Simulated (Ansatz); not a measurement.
Set up this calculation in Ansatz 0.2.0, as the native input.

```
Task                  : relaxation of cell and atoms
Functional            : PBEsol
Potentials or basis   : Ansatz PAW
Cutoff                : 420 eV (not typed: the program's choice for these potentials)
k mesh                : 10 × 10 × 3
Occupations           : fermi-dirac, width 0.05 eV
Spin                  : no spin polarisation
Target pressure       : 10 GPa
Target pressure (GPa) : 10
```

WS2 (Tungstenite):

```
CELL_PARAMETERS angstrom
3.18000 0.00000 0.00000
-1.59000 2.75396 0.00000
0.00000 0.00000 12.50000
ATOMIC_POSITIONS crystal
W 0.66667 0.33333 0.75000
W 0.33333 0.66667 0.25000
S 0.66667 0.33333 0.37500
S 0.33333 0.66667 0.87500
S 0.66667 0.33333 0.12500
S 0.33333 0.66667 0.62500
```

The input as run:

input.yaml

```yaml
crystal:
  lattice:
    - [3.18, 0.0, 0.0]
    - [-1.59, 2.753960784, 0.0]
    - [0.0, 0.0, 12.5]
  atoms:
    - { symbol: W, position: [0.6666666667, 0.3333333333, 0.75] }
    - { symbol: W, position: [0.3333333333, 0.6666666667, 0.25] }
    - { symbol: S, position: [0.6666666667, 0.3333333333, 0.375] }
    - { symbol: S, position: [0.3333333333, 0.6666666667, 0.875] }
    - { symbol: S, position: [0.6666666667, 0.3333333333, 0.125] }
    - { symbol: S, position: [0.3333333333, 0.6666666667, 0.625] }
hamiltonian:
  xc: pbesol
  pseudopotentials: { kind: paw }
kpoints:
  mp_grid: { grid: [10, 10, 3] }
scf:
  occupations: { method: fermi_dirac, width: 0.05 }
output:
  forces: true
  stress: true
  eigenvalues: true
relax:
  f_tol: 0.01
  max_steps: 40
  cell: { stress_tol: 0.05, p_target: 10.0 }
```

Potentials or basis: Ansatz PAW.

Run with:

```console
$ ansatz run input.yaml --threads 2 --pin off --max-ram 5632MiB --backend cpu --events-out ev --progress --plain --runs-dir out
```

It gave:

- Relaxed volume: 15.56 Å³/atom
- Relaxed cell: a = 3.076 Å, b = 3.076 Å, c = 11.396 Å, α = 90.00°, β = 90.00°, γ = 120.00°
- Space group after relaxing (to 0.05 Å): P6_3/mmc (No. 194)
- Energy change on relaxing (the enthalpy is what falls): +52.5 meV/atom
- Ionic steps: 7
- Pressure after relaxing: 10.0 GPa
- Band gap on the k mesh: 0.47 eV, indirect (least direct gap 2.03 eV)

Caveat: odd divisions of the mesh miss points on the zone boundary, where band edges often lie, so the gap on the mesh can be too wide; the plane-wave basis is chosen anew once the cell has moved, so the energies of steps on either side of that aren't comparable; spin-orbit coupling is left out, which moves the levels of the heavy elements; this functional lacks dispersion, which binds the layers, so the pressure and a relaxed spacing across them are unreliable; the PAW data sets come from PBE, with cores solved anew for the run's functional, which leaves a small shift of forces and pressure.

Wall time 42 s on 2 threads of AMD EPYC (Zen 3), with other jobs on the host, peak memory 0.46 GiB.
